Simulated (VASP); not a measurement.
CdO (Monteponite): relaxation of cell and atoms with LDA

The system is CdO (Monteponite).

```
CELL_PARAMETERS angstrom
0.00000 2.32608 2.32608
2.32608 0.00000 2.32608
2.32608 2.32608 0.00000
ATOMIC_POSITIONS crystal
Cd 0.00000 0.00000 0.00000
O 0.50000 0.50000 0.50000
```

```
Program                : VASP 6.6.1
Task                   : relaxation of cell and atoms
Functional             : LDA
Potentials or basis    : VASP PAW LDA potentials, release 64 (Cd, O)
Cutoff                 : 600 eV
k mesh                 : 12 × 12 × 12
Occupations            : gaussian, width 0.03 eV
Spin                   : no spin polarisation
Further INCAR settings : ALGO = Normal; EDIFF = 1e-07; IBRION = 2; EDIFFG = -0.005; NSW = 90; ISIF = 3
```

```json
{
  "Pressure after relaxing": "0.0 GPa",
  "Band gap on the k mesh": "none (metal or under the smearing width)"
}
```

Final structure:
```
CELL_PARAMETERS angstrom
0.00000 2.32608 2.32608
2.32608 0.00000 2.32608
2.32608 2.32608 0.00000
ATOMIC_POSITIONS crystal
Cd 0.00000 0.00000 0.00000
O 0.50000 0.50000 0.50000
```

Levels at points of the mesh, in eV from the Fermi level:
```tsv
k point	band 5	band 6	band 7	band 8	band 9	band 10	band 11	band 12	band 13
(0.00, 0.00, 0.00)	-6.45	-6.45	-1.52	-1.52	-1.52	-0.48	14.81	17.05	17.05
(0.50, 0.00, 0.00)	-6.16	-6.16	-3.95	-0.03	-0.03	4.27	7.34	11.81	11.81
(0.50, 0.50, 0.00)	-6.00	-5.62	-4.69	-2.55	-2.55	3.75	8.49	11.18	13.34
```

Run time: 12 s on 1 thread of Intel(R) Xeon(R) 6975P-C (Granite Rapids), on a shared host, peak memory 0.16 GiB.

Caveat: the relaxation stopped at its first step, so nothing moved; this crystal is a semiconductor, whose small gap the functional closes, so the metal is an error of the method.
